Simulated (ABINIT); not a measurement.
The system is MoSe2.

```
CELL_PARAMETERS angstrom
3.28800 0.00000 0.00000
-1.64400 2.84749 0.00000
0.00000 0.00000 12.90000
ATOMIC_POSITIONS crystal
Mo 0.66667 0.33333 0.75000
Mo 0.33333 0.66667 0.25000
Se 0.66667 0.33333 0.37500
Se 0.33333 0.66667 0.87500
Se 0.66667 0.33333 0.12500
Se 0.33333 0.66667 0.62500
```

Base run:

- Program: ABINIT 10.8.3 (patched build)
- Functional: PBEsol
- Potentials or basis: JTH PAW PBE v2.0
- Cutoff: 408 eV
- k mesh: 9 × 9 × 2
- Occupations: fermi-dirac, width 0.05 eV
- Spin: no spin polarisation

Its results: band gap on the k mesh 0.88 eV, indirect (least direct gap 1.38 eV); pressure 3.6 GPa; largest force 0.852 eV/Å.

The run is repeated on the same cell with these changes: functional from PBEsol to r2SCAN; cutoff from 408 eV to 490 eV; fine-grid cutoff from 816.342 eV to 979.61 eV. What comes out?

Band gap on the k mesh 0.96 eV, indirect (least direct gap 1.48 eV); pressure 7.2 GPa; largest force 0.902 eV/Å.

Caveats: the PAW data sets were made with another functional, which shifts forces and pressure a little; the cell's inner coordinates are idealised or old, which leaves forces on the atoms; this functional lacks dispersion, which binds the layers, so the pressure and a relaxed spacing across them are unreliable (some runs).
